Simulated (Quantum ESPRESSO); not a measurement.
# CsPbCl3 (Pm-3m) in Quantum ESPRESSO: equation of state, part 2 of 2

Quantum ESPRESSO 7.5. The steps go on from the part before.

## Step 6: Single point, PBE, 35.92 Å³/atom

The input, pw.in:

```
&CONTROL
  calculation = 'scf'
  prefix = 'pwscf'
  outdir = './tmp'
  pseudo_dir = './pseudo'
  tprnfor = .true.
  tstress = .true.
  disk_io = 'nowf'
/
&SYSTEM
  ibrav = 0
  nat = 5
  ntyp = 3
  ecutwfc = 55
  ecutrho = 440
  nbnd = 31
  occupations = 'smearing'
  smearing = 'fd'
  degauss = 0.00367493
/
&ELECTRONS
  conv_thr = 1d-09
  electron_maxstep = 120
  mixing_beta = 0.5
/
ATOMIC_SPECIES
Pb   207.2000 Pb.pbe-dn-kjpaw_psl.0.2.2.UPF
Cs   132.9055 Cs_pbe_v1.uspp.F.UPF
Cl    35.4500 cl_pbe_v1.4.uspp.F.UPF
CELL_PARAMETERS angstrom
   5.6421202871    0.0000000000    0.0000000000
   0.0000000000    5.6421202871    0.0000000000
   0.0000000000    0.0000000000    5.6421202871
ATOMIC_POSITIONS crystal
Pb     0.5000000000    0.5000000000    0.5000000000
Cs     0.0000000000    0.0000000000    0.0000000000
Cl     0.5000000000    0.0000000000    0.5000000000
Cl     0.0000000000    0.5000000000    0.5000000000
Cl     0.5000000000    0.5000000000    0.0000000000
K_POINTS automatic
5 5 5 0 0 0
```

Potentials or basis: SSSP 1.3 efficiency PBE.

On the command line:

```sh
$ OMP_NUM_THREADS=1 mpirun -n 2 pw.x -nk 2 -in pw.in > pw.out
```

pw.out:

```text
This program is part of the open-source Quantum ESPRESSO suite
     for quantum simulation of materials; please cite
         "P. Giannozzi et al., J. Phys.:Condens. Matter 21 395502 (2009);
         "P. Giannozzi et al., J. Phys.:Condens. Matter 29 465901 (2017);
         "P. Giannozzi et al., J. Chem. Phys. 152 154105 (2020);
     in publications or presentations arising from this work. More details at

     file Pb.pbe-dn-kjpaw_psl.0.2.2.UPF: wavefunction(s)  6S renormalized
     Message from routine setup:
     using ibrav=0 with symmetry is DISCOURAGED, use correct ibrav instead
[... 6 lines left out ...]
     --------------------
     sticks:   dense  smooth     PW     G-vecs:    dense   smooth      PW
     Sum        3985    1993    553               189047    66875    9795

     Using Slab Decomposition

     bravais-lattice index     =            0
     lattice parameter (alat)  =      10.6621  a.u.
     unit-cell volume          =    1212.0586 (a.u.)^3
     number of atoms/cell      =            5
     number of atomic types    =            3
     number of electrons       =        44.00
     number of Kohn-Sham states=           31
     kinetic-energy cutoff     =      55.0000  Ry
     charge density cutoff     =     440.0000  Ry
     scf convergence threshold =      1.0E-09
     mixing beta               =       0.5000
     number of iterations used =            8  plain     mixing
     Exchange-correlation=  SLA  PW   PBX  PBC
                           (   1   4   3   4   0   0   0)

     celldm(1)=  10.662062  celldm(2)=   0.000000  celldm(3)=   0.000000
     celldm(4)=   0.000000  celldm(5)=   0.000000  celldm(6)=   0.000000

     crystal axes: (cart. coord. in units of alat)
               a(1) = (   1.000000   0.000000   0.000000 )
               a(2) = (   0.000000   1.000000   0.000000 )
[... 182 lines left out ...]

     negative rho (up, down):  4.478E-02 0.000E+00

     End of self-consistent calculation

          k = 0.0000 0.0000 0.0000 (  8385 PWs)   bands (ev):

   -17.3843 -12.8465 -12.8465 -12.6304 -12.6304 -12.6304 -11.1073 -10.2933
   -10.2933  -4.1808  -4.1808  -4.1808  -2.7005  -0.6045  -0.6045  -0.6045
     1.3919   1.3919   1.3919   1.4916   1.4916   1.4916   7.3238   8.3046
     8.3046   9.2051   9.2051   9.2051  10.0290  10.0290  10.0290
[... 59 lines left out ...]
   -17.3797 -12.7069 -12.7069 -12.6328 -12.6328 -12.6328 -10.7464 -10.6616
   -10.6616  -4.8412  -4.2211  -4.2211  -4.2097   0.7946   0.8547   0.8547
     1.0391   1.0391   1.7265   1.7265   1.7590   3.2988   6.3042   6.3042
     6.4605   9.1848   9.6600   9.6600   9.6670  10.5413  10.5413

     the Fermi energy is     4.8161 ev

!    total energy              =   -1034.05619245 Ry
     estimated scf accuracy    <          5.1E-10 Ry
     smearing contrib. (-TS)   =      -0.00000000 Ry
     internal energy E=F+TS    =   -1034.05619245 Ry

     The total energy is F=E-TS. E is the sum of the following terms:
     one-electron contribution =    -100.25266769 Ry
     hartree contribution      =      71.43616636 Ry
     xc contribution           =    -103.00644733 Ry
     ewald contribution        =    -173.79045836 Ry
     one-center paw contrib.   =    -728.44278543 Ry

     convergence has been achieved in  10 iterations

     negative rho (up, down):  4.478E-02 0.000E+00

     Forces acting on atoms (cartesian axes, Ry/au):

     atom    1 type  1   force =     0.00000000    0.00000000    0.00000000
     atom    2 type  2   force =     0.00000000    0.00000000    0.00000000
     atom    3 type  3   force =     0.00000000    0.00000000    0.00000000
     atom    4 type  3   force =     0.00000000    0.00000000    0.00000000
     atom    5 type  3   force =     0.00000000    0.00000000    0.00000000

     Total force =     0.000000     Total SCF correction =     0.000000

     Computing stress (Cartesian axis) and pressure

     negative rho (up, down):  4.478E-02 0.000E+00
          total   stress  (Ry/bohr**3)                   (kbar)     P=       11.50
   0.00007820   0.00000000   0.00000000           11.50        0.00        0.00
   0.00000000   0.00007820   0.00000000            0.00       11.50        0.00
   0.00000000   0.00000000   0.00007820            0.00        0.00       11.50

=------------------------------------------------------------------------------=
   JOB DONE.
=------------------------------------------------------------------------------=
```

Wall time 33 s (2 MPI ranks of AMD EPYC 9R45 (Zen 5), shared host); peak memory 0.92 GiB.

What came out:

- Free energy: -14069.0512 eV
- Pressure: 1.2 GPa
- Band gap on the k mesh: 3.01 eV, direct

Caveat: spin-orbit coupling is left out, which as a rule narrows the gap of such compounds by several tenths of an eV; an odd mesh through Γ misses points on the zone boundary, where band edges often lie.

## Step 7: Single point, PBE, 36.63 Å³/atom

Changes to pw.in since step 6:

```diff
@@ -30,5 +30,5 @@
 CELL_PARAMETERS angstrom
-   5.6421202871    0.0000000000    0.0000000000
-   0.0000000000    5.6421202871    0.0000000000
-   0.0000000000    0.0000000000    5.6421202871
+   5.6787584584    0.0000000000    0.0000000000
+   0.0000000000    5.6787584584    0.0000000000
+   0.0000000000    0.0000000000    5.6787584584
 ATOMIC_POSITIONS crystal
```

On the command line:

```sh
$ OMP_NUM_THREADS=1 mpirun -n 2 pw.x -nk 2 -in pw.in > pw.out
```

Run time: 38 s. Hardware: 2 MPI ranks of AMD EPYC 9R45 (Zen 5), shared host; peak memory 0.92 GiB.

The run converged. Its results:

```
Free energy            : -14069.0717 eV
Pressure               : 0.6 GPa
Band gap on the k mesh : 3.04 eV, direct
```

Caveat: spin-orbit coupling is left out, which as a rule narrows the gap of such compounds by several tenths of an eV; an odd mesh through Γ misses points on the zone boundary, where band edges often lie.

## Step 8: Single point, PBE, 37.33 Å³/atom

Changes to pw.in since step 7:

```diff
@@ -30,5 +30,5 @@
 CELL_PARAMETERS angstrom
-   5.6787584584    0.0000000000    0.0000000000
-   0.0000000000    5.6787584584    0.0000000000
-   0.0000000000    0.0000000000    5.6787584584
+   5.7149298697    0.0000000000    0.0000000000
+   0.0000000000    5.7149298697    0.0000000000
+   0.0000000000    0.0000000000    5.7149298697
 ATOMIC_POSITIONS crystal
```

On the command line:

```sh
$ OMP_NUM_THREADS=1 mpirun -n 2 pw.x -nk 2 -in pw.in > pw.out
```

Wall time 39 s (2 MPI ranks of AMD EPYC 9R45 (Zen 5), shared host); peak memory 0.92 GiB.

Results (log left out):

| Property | Result |
| --- | --- |
| Free energy | -14069.0816 eV |
| Pressure | 0.2 GPa |
| Band gap on the k mesh | 3.08 eV, direct |

Caveat: spin-orbit coupling is left out, which as a rule narrows the gap of such compounds by several tenths of an eV; an odd mesh through Γ misses points on the zone boundary, where band edges often lie.

## Step 9: Equation of state, PBE

Potentials or basis: SSSP 1.3 efficiency PBE.

No new run: the results of the series are fitted here.

Results:

```yaml
Equilibrium_volume: "37.71 Å³/atom (rough: see the caveat)"
Bulk_modulus: 22 GPa (rough)
```

Energy against volume, from the lowest point:
| volume (Å³/atom) | energy (meV/atom) |
| --- | --- |
| 33.104 | 48.59 |
| 33.809 | 33.44 |
| 34.513 | 21.52 |
| 35.217 | 12.49 |
| 35.922 | 6.07 |
| 36.626 | 1.98 |
| 37.330 | 0.00 |

Caveat: the minimum lies outside the volumes run.
